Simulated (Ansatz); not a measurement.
## Pt: opening a crack plane

Pt, Fm-3m, a = 3.918 Å. Ansatz: PBEsol, PAW, 420 eV, Γ-centred 24×24×5 mesh on 6 atoms, Gaussian smearing 0.15 eV; no spin polarisation. One cut on (111) per cell of 6 atoms is opened rigidly by x, between planes of Pt and Pt that stand 2.26 Å apart; y is the energy per area (6.647 Å², 1 eV/Å² = 16.02 J/m²).

| x (Å) | y (J/m²) |
| --- | --- |
| 0.00 | 0.000 |
| 0.25 | ? |
| 0.50 | 1.097 |
| 0.75 | 1.815 |
| 1.00 | 2.399 |
| 1.50 | 3.135 |
| 2.00 | 3.476 |
| 3.00 | 3.668 |
| 4.50 | 3.692 |
| 6.00 | 3.694 |

Question: Fit the universal binding curve y = W[1 − (1 + x/l) e^(−x/l)] to the other rows, give the peak stress, and predict the missing value.

Answer: Least squares gives W = 3.70 J/m² and l = 0.454 Å. The stress dy/dx peaks at x = l with W/(e l) = 30.0 GPa, for rigid faces. At x = 0.25: x/l = 0.551, y = 0.392 J/m². The run gave 0.375 J/m², so the fit is 0.017 J/m² too high, within twice the rms miss on the fitted rows (0.013 J/m²).

Spin–orbit coupling is left out, which can shift energies with elements as heavy as these.

Cost: 12 runs of about 19 core-minutes in all, on Arm Neoverse V2 (shared hosts).

Cohesion across the Pt(111) cut is short-ranged: the energy climbs most steeply near 0.5 Å and is almost saturated by 3.00 Å. This fits metallic bonding, in which 5d and sp states overlap across the gap through tails that decay roughly exponentially, while mobile electrons screen the newly exposed faces. The universal form captures this with a single length, and its close prediction of the withheld point supports using it to interpolate around the stress maximum. The flat far end is less general, since a semilocal functional omits the slowly decaying van der Waals attraction between separated metal surfaces.

The plateau is the cost of two surfaces, so half of W is the energy of one (111) face. That lies below the usual experimental estimates for Pt, probably because semilocal exchange-correlation underestimates metal surface energies. The peak stress is an ideal limit for uniform decohesion, not a practical fracture strength; whether a real crack would cleave or blunt by emitting dislocations also depends on the resistance to shear, which this curve doesn't probe.
